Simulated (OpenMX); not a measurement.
The system is AgCl (Chlorargyrite).

```
CELL_PARAMETERS angstrom
0.00000 2.73500 2.73500
2.73500 0.00000 2.73500
2.73500 2.73500 0.00000
ATOMIC_POSITIONS crystal
Ag 0.00000 0.00000 0.00000
Cl 0.50000 0.50000 0.50000
```

Base run:

```yaml
Program: OpenMX 3.8.5
Functional: PBE
Potentials_or_basis: OpenMX 2013 PBE set, Ag7.0-s3p2d2, Cl7.0-s2p2d1f1, grid cutoff 400 Ry
k_mesh: 9 × 9 × 9
Occupations: fermi-dirac, width 0.05 eV
Spin: no spin polarisation
```

Its results: band gap on the k mesh 1.20 eV, indirect (least direct gap 3.50 eV); pressure 5.0 GPa.

Q: The run is repeated on the same cell with these changes: functional from PBE to LDA; potentials or basis from OpenMX 2013 PBE set, Ag7.0-s3p2d2, Cl7.0-s2p2d1f1, grid cutoff 400 Ry to OpenMX 2013 LDA set, Ag7.0-s3p2d2, Cl7.0-s2p2d1f1, grid cutoff 400 Ry. What comes out?

A: Band gap on the k mesh 0.88 eV, indirect (least direct gap 3.24 eV); pressure -3.1 GPa.

Caveats: the basis of atomic orbitals isn't converged, which shifts pressures, moduli and gaps.

A k mesh can miss the band edges.
